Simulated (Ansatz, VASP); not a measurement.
# As in VASP and in Ansatz

The input INCAR:

```
SYSTEM = As
  PREC = Accurate
  ENCUT = 520
  EDIFF = 1E-7
  ISMEAR = -1
  SIGMA = 0.05
  LREAL = .False.
  LASPH = .True.
  NELM = 100
  ALGO = Normal
  ISIF = 2
  LWAVE = .False.
  LCHARG = .False.
  GGA = PS
  NBANDS = 18
```

The input KPOINTS:

```
regular mesh
0
Gamma
  8 8 6
  0 0 0
```

POSCAR

```
As
1.0
    1.8127513088     -5.4630861361      0.0000000000
    1.8127513088      5.4630861361      0.0000000000
    0.0000000000      0.0000000000      4.4399990961
As
4
Direct
    0.3900000000      0.6100000000      0.5600000000
    0.8900000000      0.1100000000      0.9400000000
    0.6100000000      0.3900000000      0.4400000000
    0.1100000000      0.8900000000      0.0600000000
```

Contents of input.yaml:

```yaml
crystal:
  lattice:
    - [1.8127513088, -5.4630861361, 0.0]
    - [1.8127513088, 5.4630861361, 0.0]
    - [0.0, 0.0, 4.4399990961]
  atoms:
    - { symbol: As, position: [0.39, 0.61, 0.56] }
    - { symbol: As, position: [0.89, 0.11, 0.94] }
    - { symbol: As, position: [0.61, 0.39, 0.44] }
    - { symbol: As, position: [0.11, 0.89, 0.06] }
hamiltonian:
  xc: pbesol
  pseudopotentials: { kind: paw }
kpoints:
  mp_grid: { grid: [8, 8, 6] }
scf:
  occupations: { method: fermi_dirac, width: 0.05 }
output:
  forces: true
  stress: true
  eigenvalues: true
```

Change from the starting cell: volume scaled by 0.98.

Alike in both runs: task single point; functional PBEsol; k mesh 8 × 8 × 6; occupations fermi-dirac, width 0.05 eV; no spin polarisation.

|  | VASP | Ansatz |
| --- | --- | --- |
| version | VASP 6.6.1 | Ansatz 0.2.0 |
| potentials or method | VASP PAW PBE potentials, release 64 (As) | Ansatz PAW |
| plane-wave cutoff (eV) | 520 | 420 |
| valence electrons in the cell | 20 | 60 |

Ansatz gave:

| Quantity | Value |
| --- | --- |
| gap on the k mesh at the Fermi level (eV) | none |
| pressure (GPa) | 1.2 |
| largest component of the traceless stress (GPa) | 0.99 |
| rms of the force components (eV/Å) | 0.105 |

Question: Estimate VASP's values.

Answer: gap on the k mesh at the Fermi level (eV): none; pressure (GPa): 1.6; largest component of the traceless stress (GPa): 1.01; rms of the force components (eV/Å): 0.145.

Atom by atom the forces differ by 0.048 eV/Å (rms over components). A gap of «none» marks a metal or a gap that the smearing closes. The two sets of potentials don't hold the same shells in valence.

Caveats: the PAW data sets were made with another functional, which shifts forces and pressure a little (VASP); the PAW data sets come from PBE, with cores solved anew for the run's functional, which leaves a small shift of forces and pressure (Ansatz).
